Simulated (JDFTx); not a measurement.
## MnS: band structure with PBEsol

Crystal: MnS.

```
Mn S
1.0
     0.00000    2.47346    2.47346
     2.47346    0.00000    2.47346
     2.47346    2.47346    0.00000
Mn S
1 1
Direct
  0.00000 0.00000 0.00000
  0.75000 0.75000 0.75000
```

The cell is a database's computed one.

```json
{
  "Program": "JDFTx 1.7.0 (patched build)",
  "Task": "band structure",
  "Functional": "PBEsol",
  "Potentials or basis": "PseudoDojo-SR-PBEsol-0.4.1-standard with smoothed tails",
  "Cutoff": "1306 eV",
  "Density cutoff": "10449 eV",
  "k mesh": "9 × 9 × 9",
  "Occupations": "fermi-dirac, width 0.05 eV",
  "Spin": "collinear spin, ferromagnetic start",
  "Starting moments": "[4.0, 0.0] μB",
  "Band ratio of the Davidson solver": "1.3",
  "Local potential set to -Z/r beyond": "6 bohr",
  "Density cutoff over wavefunction cutoff": "8",
  "Max SCF steps": "30",
  "SCF threshold on the energy": "1e-06 Ha",
  "Solver of the electrons": "minimize",
  "Further solve for the empty bands": "no",
  "Start": "density of an earlier self-consistent run, held fixed",
  "Path": "G-X-W-K-G-L-U-W-L-K-U-X"
}
```

```yaml
Band_gap_along_the_path: none (metal or under the smearing width)
```

Levels at the corners of the path, in eV from the Fermi level:
Spin up:
```tsv
point	band 7	band 8	band 9	band 10	band 11	band 12	band 13	band 14
Γ	-4.76	-4.76	-0.91	-0.91	3.63	3.63	3.63	3.65
X	-4.08	-4.08	-1.85	-0.32	-0.25	0.13	0.13	5.41
W	-5.34	-4.21	-1.94	-1.09	-0.25	0.37	1.22	6.99
K	-5.03	-4.17	-1.83	-0.70	-0.45	0.65	0.94	5.92
Γ	-4.76	-4.76	-0.91	-0.91	3.63	3.63	3.63	3.65
L	-4.47	-4.47	-0.65	-0.65	-0.45	1.84	1.84	5.35
U	-5.03	-4.17	-1.83	-0.70	-0.45	0.65	0.94	5.92
W	-5.34	-4.21	-1.94	-1.09	-0.25	0.37	1.22	6.99
L	-4.47	-4.47	-0.65	-0.65	-0.45	1.84	1.84	5.35
K	-5.03	-4.17	-1.83	-0.70	-0.45	0.65	0.94	5.92
U	-5.03	-4.17	-1.83	-0.70	-0.45	0.65	0.94	5.92
X	-4.08	-4.08	-1.85	-0.32	-0.25	0.13	0.13	5.41
```
Spin down:
| point | band 7 | band 8 | band 9 | band 10 | band 11 | band 12 | band 13 | band 14 |
| --- | --- | --- | --- | --- | --- | --- | --- | --- |
| Γ | -4.69 | -4.69 | -0.60 | -0.60 | 3.68 | 3.74 | 3.74 | 3.74 |
| X | -4.04 | -4.04 | -1.74 | -0.06 | 0.10 | 0.29 | 0.29 | 5.51 |
| W | -5.30 | -4.19 | -1.81 | -0.89 | 0.08 | 0.54 | 1.48 | 7.04 |
| K | -5.00 | -4.12 | -1.69 | -0.44 | -0.24 | 0.88 | 1.15 | 6.02 |
| Γ | -4.69 | -4.69 | -0.60 | -0.60 | 3.68 | 3.74 | 3.74 | 3.74 |
| L | -4.39 | -4.39 | -0.36 | -0.36 | -0.29 | 1.97 | 1.97 | 5.39 |
| U | -5.00 | -4.12 | -1.69 | -0.44 | -0.24 | 0.88 | 1.15 | 6.02 |
| W | -5.30 | -4.19 | -1.81 | -0.89 | 0.08 | 0.54 | 1.48 | 7.04 |
| L | -4.39 | -4.39 | -0.36 | -0.36 | -0.29 | 1.97 | 1.97 | 5.39 |
| K | -5.00 | -4.12 | -1.69 | -0.44 | -0.24 | 0.88 | 1.15 | 6.02 |
| U | -5.00 | -4.12 | -1.69 | -0.44 | -0.24 | 0.88 | 1.15 | 6.02 |
| X | -4.04 | -4.04 | -1.74 | -0.06 | 0.10 | 0.29 | 0.29 | 5.51 |

Wall time 70 s on 1 thread of Intel(R) Xeon(R) 6975P-C (Granite Rapids) (shared host), peak memory 0.18 GiB.

Caveat: semilocal functionals often make such compounds metallic where correlation or magnetic order opens a gap, which also shifts bond lengths.
